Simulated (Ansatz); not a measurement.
# Al (Fm-3m) in Ansatz: settings compared

Aim: see how the results for Al move with the level of theory and the settings. Levels: LDA, PBE, PBEsol, rPW86-PBE. Tasks: elastic constants, band structure, single point, equation of state.

All numbers are computed with Ansatz 0.2.0; they aren't measurements. Logs are shortened: lines on timing, memory, paths and dates and some standing lists are left out, and cuts for length are marked.

**What was measured.**

From “The interpretation of polycrystalline coherent inelastic neutron scattering from aluminium”, 2013, pmc:3831299, for a bulk crystal of Al: bulk modulus 76.9 GPa.

The results are compared with them further down.

## Step 1: The structure

It takes space group Fm-3m (No. 225, cubic). The conventional cell has a = 4.050 Å, b = 4.050 Å, c = 4.050 Å, α = 90.00°, β = 90.00°, γ = 90.00°. Around Al (site symmetry m-3m) lie 12 Al at 2.86 Å.

## Step 2: Elastic constants, LDA

File input.yaml:

```yaml
crystal:
  lattice:
    - [0.0, 2.024805, 2.024805]
    - [2.024805, 0.0, 2.024805]
    - [2.024805, 2.024805, 0.0]
  atoms:
    - { symbol: Al, position: [0.0, 0.0, 0.0] }
hamiltonian:
  xc: lda
  pseudopotentials: { kind: paw }
kpoints:
  mp_grid: { grid: [9, 9, 9] }
scf:
  occupations: { method: fermi_dirac, width: 0.05 }
output:
  forces: true
  stress: true
elastic:
  mode: relaxed_ion
  stencil: two_point
```

Potentials or basis: Ansatz PAW.

The run is started by

```sh
> ansatz run input.yaml --threads 2 --pin off --max-ram 5120MiB --backend cpu --events-out ev --progress --plain --runs-dir out
```

Standard output:

```text
Warning: RAYON_NUM_THREADS=2 ignored (pool sized by the plan → 2); use --threads N
Engine: ansatz 0.2.0, aarch64-unknown-linux-gnu
Pseudopotentials: kind: paw
Pseudopotential: Al, paw, valence charge 3, recommended cutoff 420 eV (normal), Al.paw.azcp
Functional definition: SPW92
  exchange = slater_x
  correlation = pw_c
Crystal: 1 atoms, lattice volume = 16.603 Å³
Basis set: ecut = 420 eV, 331 PW (Γ)
Bands: 6, of which v1, the nominal top of the filled ones, is band 2 counted from 1 (1 counted from 0)
Symmetry: 48 space group operations
Space group: Fm-3m (ITA 225), of the structure as read, at distance tolerance 2.6e-5 Å
k-points: 35 of 729
Non-local potential: Al, projectors of the file, l = 0: 2, l = 1: 2, l = 2: 1
PAW form: soft (Blöchl's): semilocal exchange-correlation on the pseudo side does not see the compensation charge
PAW frozen core: Al, regenerated for the run's functional, and the local potential with it (the file was generated under x = pbe(κ = 0.804, μ = 0.2195149727645171), c = pbe(β = 0.06672455060314922))
PAW one-centre angular grid: Al, 110 points (default); XC on 64 Gauss nodes
Initial density: superposition of atomic densities (neutral atoms: chi_scale 0, normalization atom), corrected by the library's trained network
Initial wavefunctions: pseudopotential atomic-orbital guess
Functional: x = slater, c = lda
SCF iter   1: F=—  HF=-512.841912 eV  |F-HF|=—  |Δ(HF+E_count)|=         —  Δρ=3.41e-3  dr2=1.92e-3  ethr=1.77e-3  ⟨swp⟩=4.8  Hψ=1900  notcnv=0
preconditioner: auto → none  [insulator: Δε(μ)=0.157 eV  Ē_g=13.059 eV  σ=0.050 eV  W_gap=0.59  n_scr=0 (ndim 8)  ℏωp=15.8 eV  f_vac=0.000  D(μ)=0.64/eV (n_scr^D=0)  ε∞_Penn≈2.5]
SCF iter   2: F=—  HF=-512.841262 eV  |F-HF|=—  |Δ(HF+E_count)|=   6.50e-4  Δρ=1.53e-3  dr2=3.73e-4  ethr=6.38e-5  ⟨swp⟩=1.1  Hψ=492  notcnv=0
SCF iter   3: F=—  HF=-512.841113 eV  |F-HF|=—  |Δ(HF+E_count)|=   1.48e-4  Δρ=4.26e-5  dr2=1.39e-7  ethr=1.24e-5  ⟨swp⟩=1.9  Hψ=235  notcnv=0
SCF iter   4: F=—  HF=-512.841114 eV  |F-HF|=—  |Δ(HF+E_count)|=   1.13e-7  Δρ=4.59e-6  dr2=1.76e-9  ethr=4.62e-9  ⟨swp⟩=1.2  Hψ=206  notcnv=0
SCF iter   5: F=—  HF=-512.841114 eV  |F-HF|=—  |Δ(HF+E_count)|=  4.39e-10  Δρ=2.06e-7  dr2=3.27e-12  ethr=5.87e-11  ⟨swp⟩=2.0  Hψ=247  notcnv=0
SCF iter   6: F=-512.841114 eV  HF=-512.841114 eV  |F-HF|=0.00e0  |Δ(HF+E_count)|=  1.82e-12  Δρ=2.01e-8  dr2=3.31e-14  ethr=1.00e-12  ⟨swp⟩=5.2  Hψ=674  notcnv=0
SCF 1 converged in 6 iterations: F = -512.841114 eV  dr2 = 3.31e-14
Crystal: 1 atoms, lattice volume = 16.570 Å³
Symmetry: 16 space group operations
k-points: 75 of 729
Initial density: handed on by an earlier stage of this run
Initial wavefunctions: those handed on with the density
iter 1 solved again at ethr=1.68e-8 eV; its pass at ethr=3.10e-3 eV (dr2=5.05e-7 eV) is discarded
SCF iter   1: F=—  HF=-512.841810 eV  |F-HF|=—  |Δ(HF+E_count)|=         —  Δρ=6.12e-5  dr2=5.68e-7  ethr=1.68e-8  ⟨swp⟩=2.0  Hψ=4374  notcnv=0  defer=9
preconditioner: auto → none  [metal: Δε(μ)=0.115 eV  Ē_g=13.081 eV  σ=0.050 eV  W_gap=0.48  n_scr=0 (ndim 8)  ℏωp=15.8 eV  f_vac=0.000  D(μ)=0.64/eV (n_scr^D=0)]
SCF iter   2: F=—  HF=-512.841809 eV  |F-HF|=—  |Δ(HF+E_count)|=   4.34e-7  Δρ=2.96e-5  dr2=1.31e-7  ethr=1.68e-8  ⟨swp⟩=1.0  Hψ=421  notcnv=0  defer=9
SCF iter   3: F=—  HF=-512.841809 eV  |F-HF|=—  |Δ(HF+E_count)|=   1.35e-7  Δρ=5.23e-7  dr2=2.82e-11  ethr=4.35e-9  ⟨swp⟩=1.0  Hψ=421  notcnv=0  defer=9
SCF iter   4: F=—  HF=-512.841809 eV  |F-HF|=—  |Δ(HF+E_count)|=  1.11e-10  Δρ=3.79e-8  dr2=1.25e-13  ethr=9.39e-13 (applied; sched 1.00e-12)  ⟨swp⟩=2.0  Hψ=535  notcnv=0  defer=10
SCF iter   5: F=-512.841809 eV  HF=-512.841809 eV  |F-HF|=2.27e-13  |Δ(HF+E_count)|=  2.27e-13  Δρ=1.80e-9  dr2=3.10e-16  ethr=1.00e-12  ⟨swp⟩=3.2  Hψ=892  notcnv=0
SCF 2 converged in 5 iterations: F = -512.841809 eV  dr2 = 3.10e-16
Crystal: 1 atoms, lattice volume = 16.636 Å³
iter 1 solved again at ethr=1.05e-11 eV; its pass at ethr=3.10e-3 eV (dr2=3.14e-10 eV) is discarded
SCF iter   1: F=—  HF=-512.840374 eV  |F-HF|=—  |Δ(HF+E_count)|=         —  Δρ=2.02e-6  dr2=3.31e-10  ethr=1.05e-11  ⟨swp⟩=1.8  Hψ=4359  notcnv=0  defer=4
preconditioner: auto → none  [insulator: Δε(μ)=0.133 eV  Ē_g=13.047 eV  σ=0.050 eV  W_gap=0.52  n_scr=0 (ndim 8)  ℏωp=15.8 eV  f_vac=0.000  D(μ)=0.64/eV (n_scr^D=0)  ε∞_Penn≈2.5]
SCF iter   2: F=—  HF=-512.840374 eV  |F-HF|=—  |Δ(HF+E_count)|=  6.87e-11  Δρ=1.00e-6  dr2=7.86e-11  ethr=1.05e-11  ⟨swp⟩=1.0  Hψ=421  notcnv=0  defer=4
SCF iter   3: F=-512.840374 eV  HF=-512.840374 eV  |F-HF|=2.27e-13  |Δ(HF+E_count)|=  2.61e-11  Δρ=1.41e-8  dr2=8.73e-15  ethr=1.00e-12  ⟨swp⟩=3.2  Hψ=1304  notcnv=0
SCF 3 converged in 3 iterations: F = -512.840374 eV  dr2 = 8.73e-15
Symmetry: 8 space group operations
k-points: 125 of 729
iter 1 solved again at ethr=6.07e-8 eV; its pass at ethr=3.10e-3 eV (dr2=1.82e-6 eV) is discarded
SCF iter   1: F=—  HF=-512.841130 eV  |F-HF|=—  |Δ(HF+E_count)|=         —  Δρ=9.29e-5  dr2=1.77e-6  ethr=6.07e-8  ⟨swp⟩=1.4  Hψ=7196  notcnv=0  defer=12
preconditioner: auto → none  [insulator: Δε(μ)=0.139 eV  Ē_g=13.064 eV  σ=0.050 eV  W_gap=0.51  n_scr=0 (ndim 8)  ℏωp=15.8 eV  f_vac=0.000  D(μ)=0.63/eV (n_scr^D=0)  ε∞_Penn≈2.5]
SCF iter   2: F=—  HF=-512.841130 eV  |F-HF|=—  |Δ(HF+E_count)|=   5.40e-7  Δρ=3.68e-5  dr2=2.75e-7  ethr=5.89e-8  ⟨swp⟩=1.0  Hψ=705  notcnv=0  defer=12
SCF iter   3: F=—  HF=-512.841130 eV  |F-HF|=—  |Δ(HF+E_count)|=   1.90e-7  Δρ=1.16e-6  dr2=9.09e-11  ethr=9.15e-9  ⟨swp⟩=1.0  Hψ=706  notcnv=0  defer=12
SCF iter   4: F=—  HF=-512.841130 eV  |F-HF|=—  |Δ(HF+E_count)|=  3.87e-10  Δρ=2.13e-7  dr2=3.80e-12  ethr=3.03e-12  ⟨swp⟩=2.0  Hψ=895  notcnv=0  defer=12
SCF iter   5: F=-512.841130 eV  HF=-512.841130 eV  |F-HF|=3.41e-13  |Δ(HF+E_count)|=  1.36e-12  Δρ=1.43e-8  dr2=3.20e-14  ethr=1.00e-12  ⟨swp⟩=2.6  Hψ=2160  notcnv=0
SCF 4 converged in 5 iterations: F = -512.841130 eV  dr2 = 3.20e-14
iter 1 solved again at ethr=2.38e-11 eV; its pass at ethr=3.10e-3 eV (dr2=7.14e-10 eV) is discarded
SCF iter   1: F=—  HF=-512.841130 eV  |F-HF|=—  |Δ(HF+E_count)|=         —  Δρ=2.36e-6  dr2=7.30e-10  ethr=2.38e-11  ⟨swp⟩=1.2  Hψ=7157  notcnv=0  defer=11
SCF iter   2: F=—  HF=-512.841130 eV  |F-HF|=—  |Δ(HF+E_count)|=  1.22e-10  Δρ=1.10e-6  dr2=1.55e-10  ethr=2.38e-11  ⟨swp⟩=1.0  Hψ=705  notcnv=0  defer=11
SCF iter   3: F=-512.841130 eV  HF=-512.841130 eV  |F-HF|=1.14e-13  |Δ(HF+E_count)|=  3.07e-11  Δρ=2.51e-8  dr2=2.64e-14  ethr=1.00e-12  ⟨swp⟩=3.4  Hψ=2226  notcnv=0
SCF 5 converged in 3 iterations: F = -512.841130 eV  dr2 = 2.64e-14
SCF converged after 6 iterations
Free energy (F): -512.841114 eV
Harris-Foulkes:  -512.841114 eV  (|F-HF|=0.00e0)
Internal energy: -512.836184 eV  (E = F + TS)
E sigma→0 (E₀):  -512.838649 eV
Entropy (-TS):   -0.004929 eV (-4.929 meV/atom)
Fermi energy:    7.647024 eV
--- Per-component energies (eV) ---
  E_band       = 9.887949
  E_kinetic    = 22.784051
  E_local      = 9.156882  (includes V_loc(G=0)·N_el)
  E_nonlocal   = 10.940686
  E_hartree    = 0.102306
  E_xc         = -39.286395
  E_vxc        = -29.235875  (∫ρ·V_xc dr)
  E_paw        = -443.226376  (= ΣΔE_a)
  E_vpaw       = -3.962403  (= ΣTr[D̂ρ^β])
  E_aug_tail   = -0.000004  (compensation charges beyond the density's cutoff)
  E_ewald      = -73.363052
  E_core_change = 0.055717  (= ΣΔE_core)
  E_smearing   = -0.004929  (= −TS)
  E_closure    = 0.000000  (closes the sum)
  Σ components = -512.841114   (vs F -512.841114, Δ=0.00e0)
--- Forces (eV/Å), atoms counted from 1 ---
  atom   1  Al     0.00000000     0.00000000    -0.00000000
  max |Σ_I F_I| component: 3.08e-33 eV/Å
--- Stress (GPa, compression-positive) ---
       -3.444186      -0.000000      -0.000000
       -0.000000      -3.444186       0.000000
        0.000000       0.000000      -3.444186
  P = ⅓ Tr σ = -3.4442 GPa (-34.442 kbar)
--- Band table (eV; the first three rows and the last of 35) ---
  k-point 0: bands = ["-3.3800", "20.0997", "20.0997", "20.0997", "21.4878", "21.4878"]
  k-point 1: bands = ["-3.0469", "16.4427", "19.2772", "19.2772", "22.2473", "22.7701"]
  k-point 2: bands = ["-2.0523", "12.1066", "18.5167", "18.5167", "21.9630", "22.6282"]
  k-point 34: bands = ["5.1910", "7.4435", "8.6951", "9.4026", "22.0652", "23.0223"]
--- Elastic constants: 2 strain directions × 2 members + reference (group order 48) ---
  dense FFT box of the reference and of every strained cell: 20×20×20
  strains applied: 11, 23; error gains: componentwise 1.00 (the most a stress slope's error grows in a printed constant), spectral 1.73 (1 for all six strains in a standard setting)
  C = ∂σ_k/∂η_j (tension-positive GPa; Voigt order 11 22 33 23 13 12):
        97.423     56.326     56.326      0.000      0.000     -0.000
        56.326     97.423     56.326     -0.000     -0.000     -0.000
        56.326     56.326     97.423     -0.000     -0.000     -0.000
         0.000     -0.000     -0.000    -83.111      0.000      0.000
         0.000     -0.000     -0.000     -0.000    -83.111     -0.000
         0.000     -0.000      0.000      0.000      0.000    -83.111
  reference stress σ⁰ (GPa):      3.444      3.444      3.444     -0.000      0.000      0.000
  C* (energy form; C + prestress term) asymmetry max|C*_kj − C*_jk| = 4.263e-14 GPa — a small one proves nothing (zero by symmetry where the batch's group is 432, −43m or m−3m); a large one is finite-difference/SCF noise where every solve meets its electron count
  moduli (Voigt/Reuss/Hill, GPa): K = 70.02/70.02/70.02   G = -41.65/81.65/20.00   E = 54.79   ν = 0.370
  mechanically stable: NO (min eigenvalue of sym C = -83.11 GPa)
  strain η (Voigt 11):  stress-route row diagonal C_11 = 97.42 GPa, energy-path curvature d²(F+E_count+ΔE)/dδ²/Ω₀ = 97.39 GPa
         δ    σ_11 (GPa)             F (eV)   n_scf  n_hpsi   n_pw
    -2.000e-3       3.2572        -512.8418091       5    7541    331   relax 0 steps, max|allowed force component| 0.00e0 eV/Å
     2.000e-3       3.6469        -512.8403735       3    6984    332   relax 0 steps, max|allowed force component| 0.00e0 eV/Å
  strain η (Voigt 23):  stress-route row diagonal C_44 = -83.11 GPa, energy-path curvature d²(F+E_count+ΔE)/dδ²/Ω₀ = -85.82 GPa
         δ    σ_23 (GPa)             F (eV)   n_scf  n_hpsi   n_pw
    -2.000e-3       0.1662        -512.8411296       5   13162    332   relax 0 steps, max|allowed force component| 0.00e0 eV/Å
     2.000e-3      -0.1662        -512.8411296       3   11588    332   relax 0 steps, max|allowed force component| 0.00e0 eV/Å
```

It took 1.4 s on 2 threads of Arm Neoverse V2, shared host; peak memory 0.26 GiB.

What came out:

| Property | Result |
| --- | --- |
| Free energy | -512.8411 eV |
| Pressure | -3.4 GPa |
| Band gap on the k mesh | none (metal or under the smearing width) |
| Elastic constants C11, C12, C44 | 97, 56, -83 GPa |
| Voigt bulk modulus | 70 GPa |

Levels at points of the mesh, in eV from the Fermi level:
```csv
k point,band 1,band 2,band 3,band 4
"(0.00, 0.00, 0.00)",-11.03,12.45,12.45,12.45
```

Elastic tensor in Voigt notation (GPa, in the Cartesian axes of the cell as first typed):
```
 97  56  56   0   0   0
 56  97  56   0   0   0
 56  56  97   0   0   0
  0   0   0 -83   0   0
  0   0   0   0 -83   0
  0   0   0   0   0 -83
```

Caveat: the cell is more than 3 GPa from zero pressure, which shifts response properties; the elastic tensor has a negative eigenvalue, so either the cell is unstable as it stands or the mesh is too thin; the PAW data sets come from PBE, with cores solved anew for the run's functional, which leaves a small shift of forces and pressure.

## Step 3: Elastic constants, PBE

Changes to input.yaml since step 2:

```diff
@@ -8,3 +8,3 @@
 hamiltonian:
-  xc: lda
+  xc: pbe
   pseudopotentials: { kind: paw }
@@ -18,3 +18,3 @@
 elastic:
-  mode: relaxed_ion
+  mode: clamped_ion
   stencil: two_point
```

Potentials or basis: Ansatz PAW.

The run is started by

```sh
> ansatz run input.yaml --threads 2 --pin off --max-ram 5120MiB --backend cpu --events-out ev --progress --plain --runs-dir out
```

It took 1.5 s on 2 threads of Arm Neoverse V2, shared host; peak memory 0.26 GiB.

It converged, with:

- Free energy: -537.4749 eV
- Pressure: -0.2 GPa
- Band gap on the k mesh: none (metal or under the smearing width)
- Elastic constants C11, C12, C44: 100, 68, -84 GPa
- Voigt bulk modulus: 78 GPa

Levels at points of the mesh, in eV from the Fermi level:
```
           k point  band 1  band 2  band 3  band 4  band 5  band 6
(0.00, 0.00, 0.00)  -11.05   12.52   12.52   12.52   14.06   14.06
```

Elastic tensor in Voigt notation (GPa, in the Cartesian axes of the cell as first typed):
```
100  68  68   0   0   0
 68 100  68   0   0   0
 68  68 100   0   0   0
  0   0   0 -84   0   0
  0   0   0   0 -84   0
  0   0   0   0   0 -84
```

Caveat: the elastic tensor has a negative eigenvalue, so either the cell is unstable as it stands or the mesh is too thin.

## Step 4: Elastic constants, PBEsol

Changes to input.yaml since step 3:

```diff
@@ -8,3 +8,3 @@
 hamiltonian:
-  xc: pbe
+  xc: pbesol
   pseudopotentials: { kind: paw }
@@ -18,3 +18,3 @@
 elastic:
-  mode: clamped_ion
+  mode: relaxed_ion
   stencil: two_point
```

The run is started by

```sh
> ansatz run input.yaml --threads 2 --pin off --max-ram 5120MiB --backend cpu --events-out ev --progress --plain --runs-dir out
```

Wall time 1.5 s (2 threads of Arm Neoverse V2, shared host); peak memory 0.26 GiB.

It converged, with:

| Quantity | Value |
| --- | --- |
| Free energy | -524.5181 eV |
| Pressure | -1.7 GPa |
| Band gap on the k mesh | none (metal or under the smearing width) |
| Elastic constants C11, C12, C44 | 98, 65, -85 GPa |
| Voigt bulk modulus | 76 GPa |

Levels at points of the mesh, in eV from the Fermi level:
```tsv
k point	band 1	band 2	band 3	band 4	band 5	band 6
(0.00, 0.00, 0.00)	-11.05	12.51	12.51	12.51	14.02	14.02
```

Elastic tensor in Voigt notation (GPa, in the Cartesian axes of the cell as first typed):
```
 98  65  65   0   0   0
 65  98  65   0   0   0
 65  65  98   0   0   0
  0   0   0 -85   0   0
  0   0   0   0 -85   0
  0   0   0   0   0 -85
```

Caveat: the elastic tensor has a negative eigenvalue, so either the cell is unstable as it stands or the mesh is too thin; the PAW data sets come from PBE, with cores solved anew for the run's functional, which leaves a small shift of forces and pressure.

## Step 5: Band structure, rPW86-PBE

File input.yaml:

```yaml
crystal:
  lattice:
    - [0.0, 2.024805, 2.024805]
    - [2.024805, 0.0, 2.024805]
    - [2.024805, 2.024805, 0.0]
  atoms:
    - { symbol: Al, position: [0.0, 0.0, 0.0] }
hamiltonian:
  xc: { exchange: rpw86, correlation: pbe }
  pseudopotentials: { kind: paw }
kpoints:
  mp_grid: { grid: [11, 11, 11] }
  band_path:
    path:
      - [[0.0, 0.0, 0.0], [0.5, 0.0, 0.5], [0.5, 0.25, 0.75], [0.375, 0.375, 0.75], [0.0, 0.0, 0.0], [0.5, 0.5, 0.5], [0.625, 0.25, 0.625], [0.5, 0.25, 0.75], [0.5, 0.5, 0.5], [0.375, 0.375, 0.75]]
      - [[0.625, 0.25, 0.625], [0.5, 0.0, 0.5]]
    npoints: 14
scf:
  occupations: { method: fermi_dirac, width: 0.05 }
  n_extra_bands: 6
output:
  forces: true
  stress: true
  eigenvalues: true
  fatbands: false
```

Potentials or basis: Ansatz PAW.

The run is started by

```sh
> ansatz run input.yaml --threads 2 --pin off --max-ram 5120MiB --backend cpu --events-out ev --progress --plain --runs-dir out
```

Standard output:

```text
Warning: RAYON_NUM_THREADS=2 ignored (pool sized by the plan → 2); use --threads N
scf.n_extra_bands = 6 over 2 filled bands (N_el = 3.0): the run solves 8 bands
[... 3 set-up lines as earlier in the session ...]
Functional definition: unnamed
  exchange = rpw86_x
  correlation = pbe_c
Crystal: 1 atoms, lattice volume = 16.603 Å³
Basis set: ecut = 420 eV, 331 PW (Γ), exchange–correlation on 40×40×40 points (8 copies of the dense FFT grid, shifted against one another)
Bands: 8, of which v1, the nominal top of the filled ones, is band 2 counted from 1 (1 counted from 0)
[... 2 set-up lines as earlier in the session ...]
k-points: 56 of 1331
[... 6 set-up lines as earlier in the session ...]
Functional: x = rpw86, c = pbe(β = 0.06672455060314922)
SCF iter   1: F=—  HF=-548.263805 eV  |F-HF|=—  |Δ(HF+E_count)|=         —  Δρ=1.41e-3  dr2=2.51e-4  ethr=1.77e-3  ⟨swp⟩=4.8  Hψ=3441  notcnv=0  defer=1
preconditioner: auto → none  [metal: Δε(μ)=0.031 eV  Ē_g=16.349 eV  σ=0.050 eV  W_gap=0.15  n_scr=0 (ndim 8)  ℏωp=15.8 eV  f_vac=0.000  D(μ)=0.55/eV (n_scr^D=0)]
SCF iter   2: F=—  HF=-548.263758 eV  |F-HF|=—  |Δ(HF+E_count)|=   4.72e-5  Δρ=6.78e-4  dr2=5.19e-5  ethr=8.36e-6  ⟨swp⟩=1.1  Hψ=901  notcnv=0  defer=11
SCF iter   3: F=—  HF=-548.263792 eV  |F-HF|=—  |Δ(HF+E_count)|=   3.43e-5  Δρ=5.10e-5  dr2=2.26e-7  ethr=1.73e-6  ⟨swp⟩=2.1  Hψ=435  notcnv=0  defer=11
iter 4 did not close the SCF: its close was put off for the readings that it lacked (scf_convergence_deferred on its scf_iter line)
SCF iter   4: F=-548.263793 eV  HF=-548.263793 eV  |F-HF|=2.43e-9  |Δ(HF+E_count)|=   3.84e-7  Δρ=6.54e-6  dr2=6.85e-9  ethr=7.53e-9  ⟨swp⟩=2.2  Hψ=437  notcnv=0  defer=11
iter 5 did not close the SCF: its close was put off for the readings that it lacked (scf_convergence_deferred on its scf_iter line)
SCF iter   5: F=-548.263793 eV  HF=-548.263793 eV  |F-HF|=4.87e-11  |Δ(HF+E_count)|=   2.73e-9  Δρ=8.39e-7  dr2=1.26e-10  ethr=2.28e-10  ⟨swp⟩=2.0  Hψ=436  notcnv=0  defer=11
SCF iter   6: F=-548.263793 eV  HF=-548.263793 eV  |F-HF|=1.14e-13  |Δ(HF+E_count)|=  5.63e-11  Δρ=9.63e-9  dr2=6.05e-15  ethr=4.19e-12  ⟨swp⟩=3.9  Hψ=1897  notcnv=0
SCF 1 converged in 6 iterations: F = -548.263793 eV  dr2 = 6.05e-15
NSCF: frozen V_eff on 142 k-points
SCF converged after 6 iterations
Free energy (F): -548.263793 eV
Harris-Foulkes:  -548.263793 eV  (|F-HF|=1.14e-13)
Internal energy: -548.259797 eV  (E = F + TS)
E sigma→0 (E₀):  -548.261795 eV
Entropy (-TS):   -0.003996 eV (-3.996 meV/atom)
Fermi energy:    7.873307 eV
--- Per-component energies (eV) ---
  E_band       = 10.375364
  E_kinetic    = 22.556689
  E_local      = 9.638477  (includes V_loc(G=0)·N_el)
  E_nonlocal   = 10.653603
  E_hartree    = 0.096646
  E_xc         = -40.036027
  E_vxc        = -28.728107  (∫ρ·V_xc dr)
  E_paw        = -477.822456  (= ΣΔE_a)
  E_vpaw       = -3.938586  (= ΣTr[D̂ρ^β])
  E_aug_tail   = -0.000004  (compensation charges beyond the density's cutoff)
  E_ewald      = -73.363052
  E_core_change = 0.016327  (= ΣΔE_core)
  E_smearing   = -0.003996  (= −TS)
  E_closure    = 0.000000  (closes the sum)
  Σ components = -548.263793   (vs F -548.263793, Δ=0.00e0)
--- Forces (eV/Å), atoms counted from 1 ---
  atom   1  Al    -0.00000000    -0.00000000    -0.00000000
  max |Σ_I F_I| component: 1.64e-32 eV/Å
--- Stress (GPa, compression-positive) ---
       -0.495716      -0.000000      -0.000000
       -0.000000      -0.495716       0.000000
       -0.000000       0.000000      -0.495716
  P = ⅓ Tr σ = -0.4957 GPa (-4.957 kbar)
--- Band table (eV; the first three rows and the last of 56) ---
  k-point 0: bands = ["-3.2221", "20.3470", "20.3470", "20.3470", "21.8557", "21.8557", "21.8557", "24.3399"]
  k-point 1: bands = ["-2.9986", "17.4875", "19.7304", "19.7304", "22.5210", "22.8029", "22.8029", "25.9116"]
  k-point 2: bands = ["-2.3300", "13.8681", "19.0164", "19.0164", "22.2828", "23.5878", "23.5878", "25.0817"]
  k-point 55: bands = ["6.4869", "6.7525", "8.1142", "9.9905", "21.6683", "24.4710", "24.7055", "26.5082"]
```

Wall time 0.53 s (2 threads of Arm Neoverse V2, shared host); peak memory 0.24 GiB.

Results:

```yaml
Free_energy: -548.2638 eV
Pressure: -0.5 GPa
Band_gap_on_the_k_mesh: none (metal or under the smearing width)
```

Levels at the corners of the path, in eV from the Fermi level:
```
point  band 1  band 2  band 3  band 4  band 5  band 6
    Γ  -11.10   12.47   12.47   12.47   13.98   13.98
    X   -2.89   -1.64    5.22    5.57    5.57    8.90
    W   -0.83   -0.83    0.16    1.02   15.67   15.67
    K   -1.86   -1.35   -0.45    6.53    8.10   15.51
    Γ  -11.10   12.47   12.47   12.47   13.98   13.98
    L   -4.56   -4.39   11.33   11.33   11.34   11.34
    U   -1.86   -1.35   -0.45    6.53    8.10   15.51
    W   -0.83   -0.83    0.16    1.02   15.67   15.67
    L   -4.56   -4.39   11.33   11.33   11.34   11.34
    K   -1.86   -1.35   -0.45    6.53    8.10   15.51
    U   -1.86   -1.35   -0.45    6.53    8.10   15.51
    X   -2.89   -1.64    5.22    5.57    5.57    8.90
```

Caveat: the PAW data sets come from PBE, with cores solved anew for the run's functional, which leaves a small shift of forces and pressure.

[end of part 1 of 2]
